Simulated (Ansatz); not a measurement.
# Fe3Ge (Pm-3m) in Ansatz: notebook

One crystal, Fe3Ge, is run at these levels: PBEsol; tasks: single point.

Everything below comes from runs of Ansatz 0.2.0. Logs are shortened: lines on timing, memory, paths and dates and some standing lists are left out, and cuts for length are marked.

## 1. Starting point

It takes space group Pm-3m (No. 221, cubic). Conventional cell: a = 3.661 Å, b = 3.661 Å, c = 3.661 Å, α = 90.00°, β = 90.00°, γ = 90.00°. Ge (site symmetry m-3m) is surrounded by 12 Fe at 2.59 Å. Around Fe (site symmetry 4/mmm) lie 4 Ge at 2.59 Å and 8 Fe at 2.59 Å.

The cell comes from a database or a generator and needn't be the stable form of this composition.

## 2. Single point, PBEsol, collinear spin, ferromagnetic start

The input, input.yaml:

```yaml
crystal:
  lattice:
    - [3.66050052, 0.0, 0.0]
    - [0.0, 3.66050052, 0.0]
    - [0.0, 0.0, 3.66050052]
  atoms:
    - { symbol: Ge, position: [0.0, 0.0, 0.0] }
    - { symbol: Fe, position: [0.5, 0.0, 0.5], spin: 4.5 }
    - { symbol: Fe, position: [0.5, 0.5, 0.0], spin: 4.5 }
    - { symbol: Fe, position: [0.0, 0.5, 0.5], spin: 4.5 }
hamiltonian:
  xc: pbesol
  pseudopotentials: { kind: paw }
magnetization:
  spin_polarized: true
kpoints:
  mp_grid: { grid: [7, 7, 7] }
scf:
  occupations: { method: fermi_dirac, width: 0.05 }
output:
  forces: true
  stress: true
  eigenvalues: true
```

Potentials or basis: Ansatz PAW.

Run with:

```sh
ansatz run input.yaml --threads 2 --pin off --max-ram 5632MiB --backend cpu --events-out ev --progress --plain --runs-dir out
```

Standard output:

```text
Warning: where an SCF of this run starts from atoms to list the orders of its open shells, Fe (sites 1, 2, 3, from 0) starts with 4.00 μB on its 3d shell, in the place of the 4.50 μB that the deck gives it: its open shells can hold no more by Hund's first rule. To start from spheres of the given moment, type scf.initial_density.shell_occupations: []
Warning: RAYON_NUM_THREADS=2 ignored (pool sized by the plan → 2); use --threads N
Engine: ansatz 0.2.0, aarch64-unknown-linux-gnu
Pseudopotentials: kind: paw
Pseudopotential: Ge, paw, valence charge 14, recommended cutoff 420 eV (normal), Ge.paw.azcp
Pseudopotential: Fe, paw, valence charge 16, recommended cutoff 420 eV (normal), Fe.paw.azcp
Functional definition: PBEsol
  exchange = pbesol_x
  correlation = pbesol_c
Crystal: 4 atoms, lattice volume = 49.048 Å³
Basis set: ecut = 420 eV, 949 PW (Γ), exchange–correlation on 50×50×50 points (8 copies of the dense FFT grid, shifted against one another)
Bands: 46, of which v1, the nominal top of the filled ones, is band 31 counted from 1 (30 counted from 0)
Symmetry: 48 space group operations
Space group: Pm-3m (ITA 221), of the structure as read, at distance tolerance 3.7e-5 Å
Magnetic group: BNS 221.92 (UNI 1594), of the structure as read, at distance tolerance 3.7e-5 Å
k-points: 20 of 343
Non-local potential: Ge, projectors of the file, l = 0: 2, l = 1: 2, l = 2: 3, l = 3: 1
Non-local potential: Fe, projectors of the file, l = 0: 3, l = 1: 2, l = 2: 3, l = 3: 1
PAW form: soft (Blöchl's): semilocal exchange-correlation on the pseudo side does not see the compensation charge
PAW frozen core: Ge, regenerated for the run's functional, and the local potential with it (the file was generated under x = pbe(κ = 0.804, μ = 0.2195149727645171), c = pbe(β = 0.06672455060314922))
PAW frozen core: Fe, regenerated for the run's functional, and the local potential with it (the file was generated under x = pbe(κ = 0.804, μ = 0.2195149727645171), c = pbe(β = 0.06672455060314922))
PAW one-centre angular grid: Ge, 590 points (default); XC on 64 Gauss nodes
PAW one-centre angular grid: Fe, 590 points (default); XC on 64 Gauss nodes
Initial density: superposition of atomic densities (chi_scale 0.1, normalization cell)
Starting moments: Σ|m| = 13.5 μB on 3 of 4 sites
Initial wavefunctions: pseudopotential atomic-orbital guess
Functional: x = pbesol(κ = 0.804, μ = 0.12345679012345678), c = pbesol(β = 0.046)
SCF iter   1: F=—  HF=-17600.685740 eV  |F-HF|=—  |Δ(HF+E_count)|=         —  Δρ=1.72e-1 (↑1.72e-1 ↓9.40e-2)  dr2=3.09e0  dr2_m=7.52e0  M=6.976 μB ∫|m|=7.321 μB  β_m=0.30  ethr=3.10e-3  ⟨swp⟩=6.8  Hψ=6607  notcnv=0  defer=4
Mixer restart at iter 1: flushing history
preconditioner: auto → Kerker (q_TF=auto, 2.837 Å⁻¹)  [metal: Δε(μ)=0.027 eV  Ē_g=15.431 eV  σ=0.050 eV  W_gap=0.13  n_scr=18 (ndim 8)  ℏωp=32.7 eV  f_vac=0.000  D(μ)=4.18/eV (n_scr^D=56)]
spin=Collinear: Kerker preconditioning applied to the charge; magnetization (m = ρ↑ − ρ↓) channel mixes plain (no charge-response kernel on spin).
SCF iter   2: F=—  HF=-17599.199566 eV  |F-HF|=—  |Δ(HF+E_count)|=    1.49e0  Δρ=9.01e-2 (↑9.01e-2 ↓7.40e-2)  dr2=5.28e-1  dr2_m=2.90e0  M=7.165 μB ∫|m|=7.536 μB  β_m=0.50  ethr=3.10e-3  ⟨swp⟩=2.6  Hψ=2885  notcnv=0  defer=172
SCF iter   3: F=—  HF=-17600.286085 eV  |F-HF|=—  |Δ(HF+E_count)|=    1.09e0  Δρ=4.32e-2 (↑4.32e-2 ↓4.01e-2)  dr2=2.14e-1  dr2_m=7.51e-1  M=6.617 μB ∫|m|=7.071 μB  β_m=0.67  ethr=8.52e-4  ⟨swp⟩=3.0  Hψ=2938  notcnv=0  defer=172
SCF iter   4: F=—  HF=-17600.483427 eV  |F-HF|=—  |Δ(HF+E_count)|=         —  Δρ=9.97e-3 (↑9.97e-3 ↓5.50e-3)  dr2=1.43e-1  dr2_m=6.60e-3  M=6.374 μB ∫|m|=6.875 μB  β_m=0.67  ethr=3.45e-4  ⟨swp⟩=2.8  Hψ=2999  notcnv=0  defer=177
Mixer restart at iter 4: flushing history
SCF iter   5: F=—  HF=-17600.445766 eV  |F-HF|=—  |Δ(HF+E_count)|=   3.77e-2  Δρ=4.36e-3 (↑4.36e-3 ↓3.27e-3)  dr2=1.94e-2  dr2_m=6.14e-4  M=6.368 μB ∫|m|=6.851 μB  β_m=0.69  ethr=2.30e-4  ⟨swp⟩=2.1  Hψ=2575  notcnv=0  defer=177
SCF iter   6: F=—  HF=-17600.448825 eV  |F-HF|=—  |Δ(HF+E_count)|=   3.06e-3  Δρ=1.97e-3 (↑1.97e-3 ↓1.21e-3)  dr2=6.98e-3  dr2_m=4.36e-4  M=6.393 μB ∫|m|=6.875 μB  β_m=0.69  ethr=3.12e-5  ⟨swp⟩=2.1  Hψ=3476  notcnv=0  defer=177
SCF iter   7: F=—  HF=-17600.450169 eV  |F-HF|=—  |Δ(HF+E_count)|=   1.34e-3  Δρ=1.80e-3 (↑1.70e-3 ↓1.80e-3)  dr2=3.76e-3  dr2_m=8.87e-6  M=6.398 μB ∫|m|=6.874 μB  β_m=0.84  ethr=1.13e-5  ⟨swp⟩=2.0  Hψ=2606  notcnv=0  defer=177
SCF iter   8: F=—  HF=-17600.451266 eV  |F-HF|=—  |Δ(HF+E_count)|=   1.10e-3  Δρ=4.36e-4 (↑3.06e-4 ↓4.36e-4)  dr2=1.91e-4  dr2_m=3.44e-6  M=6.409 μB ∫|m|=6.886 μB  β_m=0.85  ethr=6.07e-6  ⟨swp⟩=2.0  Hψ=2567  notcnv=0  defer=177
SCF iter   9: F=—  HF=-17600.451433 eV  |F-HF|=—  |Δ(HF+E_count)|=   1.68e-4  Δρ=1.98e-4 (↑1.46e-4 ↓1.98e-4)  dr2=3.92e-5  dr2_m=6.36e-7  M=6.412 μB ∫|m|=6.890 μB  β_m=0.71  ethr=3.08e-7  ⟨swp⟩=2.0  Hψ=2509  notcnv=0  defer=177
SCF iter  10: F=—  HF=-17600.451422 eV  |F-HF|=—  |Δ(HF+E_count)|=   1.15e-5  Δρ=5.97e-5 (↑4.26e-5 ↓5.97e-5)  dr2=4.71e-6  dr2_m=6.64e-8  M=6.413 μB ∫|m|=6.891 μB  β_m=0.85  ethr=6.32e-8  ⟨swp⟩=2.1  Hψ=2448  notcnv=0  defer=177
SCF iter  11: F=—  HF=-17600.451422 eV  |F-HF|=—  |Δ(HF+E_count)|=   1.32e-7  Δρ=1.04e-5 (↑1.04e-5 ↓7.92e-6)  dr2=3.73e-8  dr2_m=2.66e-8  M=6.413 μB ∫|m|=6.891 μB  β_m=0.93  ethr=7.59e-9  ⟨swp⟩=2.0  Hψ=2577  notcnv=0  defer=177
SCF iter  12: F=—  HF=-17600.451422 eV  |F-HF|=—  |Δ(HF+E_count)|=   7.15e-8  Δρ=9.65e-6 (↑5.64e-6 ↓9.65e-6)  dr2=1.17e-7  dr2_m=2.31e-9  M=6.413 μB ∫|m|=6.891 μB  β_m=0.96  ethr=6.01e-11  ⟨swp⟩=2.3  Hψ=3012  notcnv=0  defer=177
SCF iter  13: F=-17600.451422 eV  HF=-17600.451422 eV  |F-HF|=1.78e-8  |Δ(HF+E_count)|=   1.63e-8  Δρ=3.94e-6 (↑2.85e-6 ↓3.94e-6)  dr2=2.18e-8  dr2_m=1.93e-10  M=6.413 μB ∫|m|=6.891 μB  ethr=6.01e-11  ⟨swp⟩=7.0  Hψ=6764  notcnv=0
SCF 1 converged in 13 iterations: F = -17600.451422 eV  dr2 = 2.18e-8
SCF converged after 13 iterations
Magnetization: 6.4132 μB (34.2066 up, 27.7934 down)
Absolute magnetization: 6.8935 μB (∫|ρ↑−ρ↓|, with the PAW one-centre terms)
Spin contamination: 0.1145 ħ² per cell (⟨S²⟩ above its minimum at these occupations)
Per-site moments (μB) at R_I (Å): [(-0.11844103211267691, 1.0677004553444145), (2.1996472164780014, 1.0677004553444145), (2.1996472164780005, 1.0677004553444145), (2.199647216478002, 1.0677004553444145)]
Free energy (F): -17600.451422 eV
Harris-Foulkes:  -17600.451422 eV  (|F-HF|=1.78e-8)
Internal energy: -17600.423498 eV  (E = F + TS)
E sigma→0 (E₀):  -17600.437460 eV
Entropy (-TS):   -0.027924 eV (-6.981 meV/atom)
Fermi energy:    17.675341 eV
--- Per-component energies (eV) ---
  E_band       = -719.677314
  E_kinetic    = 1164.565623
  E_local      = -8276.990030  (includes V_loc(G=0)·N_el)
  E_nonlocal   = 1084.664495
  E_hartree    = 3519.378487
  E_xc         = -426.437593
  E_vxc        = -519.250663  (∫ρ·V_xc dr)
  E_paw        = -5987.512351  (= ΣΔE_a)
  E_vpaw       = -1211.413444  (= ΣTr[D̂ρ^β])
  E_aug_tail   = 0.002689  (compensation charges beyond the density's cutoff)
  E_ewald      = -8679.550360
  E_core_change = 1.455541  (= ΣΔE_core)
  E_smearing   = -0.027924  (= −TS)
  E_closure    = -0.000000  (closes the sum)
  Σ components = -17600.451422   (vs F -17600.451422, Δ=0.00e0)
--- Forces (eV/Å), atoms counted from 1 ---
  atom   1  Ge    -0.00000000     0.00000000     0.00000000
  atom   2  Fe     0.00000000    -0.00000000    -0.00000000
  atom   3  Fe     0.00000000    -0.00000000     0.00000000
  atom   4  Fe     0.00000000     0.00000000     0.00000000
  max |Σ_I F_I| component: 1.76e-28 eV/Å
--- Stress (GPa, compression-positive) ---
      -11.584291      -0.000000      -0.000000
       -0.000000     -11.584291       0.000000
       -0.000000       0.000000     -11.584291
  P = ⅓ Tr σ = -11.5843 GPa (-115.843 kbar)
--- Band table (eV; the first three rows and the last of 40) ---
  k-point 0 ↑: bands = ["-70.4489", "-70.3950", "-70.3950", "-36.7154", "-36.7154", "-36.7154", "-36.5990", "-36.5990", "-36.5990", "-36.4933", "-36.4933", "-36.4933", "-7.1164", "-7.1164", "-7.1106", "-7.1106", "-7.1106", "5.4482", "12.0452", "13.3359", "13.3359", "13.6401", "13.6401", "13.6401", "15.5287", "15.5287", "15.5287", "16.2561", "16.2561", "16.4171", "16.4171", "16.4171", "16.9737", "17.3259", "17.3259", "17.3259", "20.6037", "24.1823", "24.1823", "26.9954", "26.9954", "26.9954", "30.1902", "30.1902", "30.1902", "32.6813"]
  k-point 1 ↑: bands = ["-70.4465", "-70.3974", "-70.3950", "-36.7093", "-36.7093", "-36.7058", "-36.6007", "-36.6007", "-36.5995", "-36.5042", "-36.4976", "-36.4976", "-7.1156", "-7.1128", "-7.1104", "-7.1103", "-7.1103", "5.6605", "12.1099", "13.0101", "13.4943", "13.6105", "13.6105", "13.7007", "15.2073", "15.2073", "15.4560", "15.7100", "16.2372", "16.2528", "16.4877", "16.4877", "16.8683", "17.3262", "17.7908", "17.7908", "21.1867", "24.1521", "24.7779", "26.5507", "26.5507", "26.5857", "29.4401", "29.5848", "29.5848", "32.6548"]
  k-point 2 ↑: bands = ["-70.4401", "-70.4037", "-70.3949", "-36.6936", "-36.6936", "-36.6794", "-36.6065", "-36.6065", "-36.6007", "-36.5336", "-36.5077", "-36.5077", "-7.1139", "-7.1101", "-7.1097", "-7.1097", "-7.1049", "6.2529", "11.4891", "12.7462", "13.4975", "13.4975", "13.8591", "13.9172", "14.9796", "14.9796", "15.2328", "15.2704", "15.9282", "16.2111", "16.2131", "16.2131", "16.5979", "17.3268", "19.0041", "19.0041", "21.5018", "24.0699", "24.9552", "24.9960", "24.9960", "27.9573", "28.2118", "30.1097", "30.1097", "32.5925"]
  k-point 19 ↓: bands = ["-67.9015", "-67.8986", "-67.8986", "-34.2928", "-34.2902", "-34.2902", "-34.2604", "-34.0935", "-34.0935", "-34.0918", "-33.9698", "-33.9698", "-7.1412", "-7.1412", "-7.1411", "-7.1154", "-7.1154", "8.4454", "13.0545", "13.5693", "13.5693", "14.6537", "14.6537", "14.9060", "16.7390", "16.7390", "16.8132", "16.8633", "18.0450", "18.0450", "18.1830", "18.2991", "18.2991", "19.1603", "19.1603", "19.1665", "19.7608", "23.0903", "23.0903", "23.7080", "32.2142", "32.2142", "32.3792", "35.4732", "35.6831", "35.6831"]
```

Wall time 8.9 s (2 threads of Arm Neoverse N1, shared host); peak memory 0.41 GiB.

What came out:

```
Free energy            : -17600.4514 eV
Pressure               : -11.6 GPa
Band gap on the k mesh : none (metal or under the smearing width)
Net moment             : 6.41 μB per cell
Absolute moment        : 6.89 μB per cell
Site moments           : Ge -0.12; Fe +2.20 μB
```

Caveat: the PAW data sets come from PBE, with cores solved anew for the run's functional, which leaves a small shift of forces and pressure.

## 3. Single point, PBEsol, non-collinear spin, random start

The input, input.yaml:

```yaml
crystal:
  lattice:
    - [3.66050052, 0.0, 0.0]
    - [0.0, 3.66050052, 0.0]
    - [0.0, 0.0, 3.66050052]
  atoms:
    - { symbol: Ge, position: [0.0, 0.0, 0.0] }
    - { symbol: Fe, position: [0.5, 0.0, 0.5], spin: 2.93, spin_axis: [-0.504, 2.625, 1.201] }
    - { symbol: Fe, position: [0.5, 0.5, 0.0], spin: 0.52, spin_axis: [0.312, 0.337, 0.244] }
    - { symbol: Fe, position: [0.0, 0.5, 0.5], spin: 0.53, spin_axis: [-0.476, -0.14, 0.187] }
hamiltonian:
  xc: pbesol
  pseudopotentials: { kind: paw }
magnetization:
  noncollinear: true
  spin_orbit: false
kpoints:
  mp_grid: { grid: [5, 5, 5] }
scf:
  occupations: { method: fermi_dirac, width: 0.05 }
output:
  forces: true
  stress: true
  eigenvalues: true
```

Potentials or basis: Ansatz PAW.

Run with:

```sh
ansatz run input.yaml --threads 2 --pin off --max-ram 5632MiB --backend cpu --events-out ev --progress --plain --runs-dir out
```

Standard output:

```text
Warning: RAYON_NUM_THREADS=2 ignored (pool sized by the plan → 2); use --threads N
[... 7 set-up lines as earlier in the session ...]
Crystal: 4 atoms, lattice volume = 49.048 Å³
Basis set: ecut = 420 eV, 949 PW (Γ), exchange–correlation on 50×50×50 points (8 copies of the dense FFT grid, shifted against one another)
Bands: 76, of which v1, the nominal top of the filled ones, is band 62 counted from 1 (61 counted from 0)
Symmetry: 8 space group operations
Moments: of one size on atoms that these operations exchange, one fixing the others by the rotation that the starting moments gave each (crystal.symmetry.detect: false holds none)
[... 68 lines left out ...]
  E_ewald      = -8679.550360
  E_core_change = 1.455541  (= ΣΔE_core)
  E_smearing   = -0.024076  (= −TS)
  E_closure    = -0.000000  (closes the sum)
  Σ components = -17600.478606   (vs F -17600.478606, Δ=0.00e0)
--- Forces (eV/Å), atoms counted from 1 ---
  atom   1  Ge     0.00000000     0.00000000     0.00000000
  atom   2  Fe    -0.00000000     0.00000000     0.00000000
  atom   3  Fe     0.00000000     0.00000000     0.00000000
  atom   4  Fe     0.00000000     0.00000000     0.00000000
  max |Σ_I F_I| component: 1.03e-25 eV/Å
--- Stress (GPa, compression-positive) ---
      -10.953089       0.000000       0.000000
        0.000000     -10.953028       0.000000
        0.000000       0.000000     -10.953344
  P = ⅓ Tr σ = -10.9532 GPa (-109.532 kbar)
--- Band table (eV; the first three rows and the last of 27) ---
  k-point 0: bands = ["-70.4692", "-70.4153", "-70.4152", "-67.9025", "-67.8439", "-67.8439", "-36.7352", "-36.7352", "-36.7351", "-36.6248", "-36.6248", "-36.6247", "-36.5083", "-36.5082", "-36.5082", "-34.2412", "-34.2412", "-34.2412", "-34.1362", "-34.1361", "-34.1361", "-33.9596", "-33.9595", "-33.9595", "-7.1279", "-7.1279", "-7.1197", "-7.1197", "-7.1196", "-7.1025", "-7.1025", "-7.0967", "-7.0967", "-7.0967", "5.4493", "5.5013", "12.0391", "13.3088", "13.3088", "13.3864", "13.6286", "13.6286", "13.6286", "14.6833", "14.6833", "15.2607", "15.2607", "15.2607", "15.5169", "15.5169", "15.5169", "16.2411", "16.2412", "16.4187", "16.4187", "16.4187", "16.4723", "16.4723", "16.4723", "16.9308", "17.3097", "17.3097", "17.3098", "17.8587", "17.8587", "17.8588", "18.9964", "18.9964", "19.1679", "19.4389", "19.4389", "19.4389", "20.6018", "21.7553", "24.1651", "24.1651"]
  k-point 1: bands = ["-70.4646", "-70.4197", "-70.4153", "-67.8976", "-67.8487", "-67.8439", "-36.7237", "-36.7237", "-36.7173", "-36.6283", "-36.6283", "-36.6258", "-36.5285", "-36.5162", "-36.5162", "-34.2292", "-34.2291", "-34.2241", "-34.1402", "-34.1401", "-34.1374", "-33.9797", "-33.9677", "-33.9677", "-7.1265", "-7.1214", "-7.1194", "-7.1192", "-7.1192", "-7.1011", "-7.0964", "-7.0962", "-7.0962", "-7.0960", "5.8595", "5.9040", "12.0497", "12.7561", "12.8006", "13.5659", "13.5659", "13.6104", "13.7436", "14.0540", "14.9982", "14.9982", "15.0232", "15.0642", "15.0642", "15.3798", "15.3821", "15.4251", "16.1179", "16.2311", "16.3730", "16.3730", "16.3990", "16.3990", "16.6528", "16.7304", "17.3102", "17.6988", "18.2155", "18.2155", "18.2868", "18.2868", "18.7711", "18.8906", "19.0259", "19.4395", "19.6512", "19.6512", "21.3992", "22.2951", "24.1076", "25.0956"]
  k-point 2: bands = ["-70.4541", "-70.4302", "-70.4152", "-67.8861", "-67.8601", "-67.8438", "-36.6997", "-36.6997", "-36.6750", "-36.6388", "-36.6388", "-36.6274", "-36.5748", "-36.5298", "-36.5297", "-34.2035", "-34.2035", "-34.1880", "-34.1520", "-34.1519", "-34.1393", "-34.0207", "-33.9817", "-33.9817", "-7.1243", "-7.1189", "-7.1185", "-7.1185", "-7.1108", "-7.0989", "-7.0959", "-7.0954", "-7.0954", "-7.0855", "6.8528", "6.8638", "10.4698", "10.7480", "12.9755", "13.3838", "13.3838", "13.9863", "14.2828", "14.5348", "14.6195", "14.6196", "15.0036", "15.0036", "15.1012", "15.1432", "15.6228", "15.6431", "15.7737", "15.9153", "15.9154", "16.0268", "16.4076", "16.5664", "16.5665", "16.9902", "17.3110", "17.3958", "17.9626", "17.9627", "18.1862", "18.2543", "19.0456", "19.4405", "20.1142", "20.1142", "21.2090", "21.2090", "21.4150", "21.8105", "23.6039", "23.6039"]
  k-point 26: bands = ["-70.4364", "-70.4313", "-70.4312", "-67.8668", "-67.8612", "-67.8612", "-36.7560", "-36.7280", "-36.7280", "-36.7265", "-36.5618", "-36.5617", "-36.5579", "-36.5021", "-36.5021", "-34.2575", "-34.2518", "-34.2518", "-34.2106", "-34.0658", "-34.0658", "-34.0622", "-33.9347", "-33.9347", "-7.1262", "-7.1262", "-7.1261", "-7.1032", "-7.1032", "-7.1031", "-7.1022", "-7.1022", "-7.0771", "-7.0771", "8.2185", "8.3785", "12.2001", "12.7289", "12.9793", "12.9793", "13.4563", "13.4563", "13.8917", "13.8917", "13.9304", "14.8896", "14.8896", "14.8909", "14.8909", "15.0867", "15.1350", "15.2695", "15.5445", "15.5445", "15.9176", "15.9177", "16.5882", "16.7425", "16.7425", "16.7848", "16.9899", "17.0560", "17.1878", "17.1878", "18.1046", "18.1046", "18.2571", "18.3220", "18.3418", "18.3418", "19.2115", "19.2217", "19.2217", "19.9740", "21.8785", "21.8785"]
```

Run time: 66 s. Hardware: 2 threads of Arm Neoverse N1, shared host; peak memory 0.5 GiB.

What came out:

```yaml
Free_energy: -17600.4786 eV
Pressure: -11.0 GPa
Band_gap_on_the_k_mesh: none (metal or under the smearing width)
Net_moment: 6.56 μB per cell
Absolute_moment: 7.04 μB per cell
```

Levels at points of the mesh, in eV from the Fermi level:
| k point | band 58 | band 59 | band 60 | band 61 | band 62 | band 63 | band 64 | band 65 | band 66 | band 67 |
| --- | --- | --- | --- | --- | --- | --- | --- | --- | --- | --- |
| (0.00, 0.00, 0.00) | -1.21 | -1.21 | -0.75 | -0.38 | -0.38 | -0.38 | 0.17 | 0.17 | 0.17 | 1.31 |

Moments on the atoms (μB; x, y, z):
```
Ge   0.01 -0.04 -0.03
Fe  -0.54  1.69  1.22
Fe  -0.54  1.69  1.22
Fe  -0.54  1.69  1.22
```

Caveat: the PAW data sets come from PBE, with cores solved anew for the run's functional, which leaves a small shift of forces and pressure; the starting moments weren't kept.
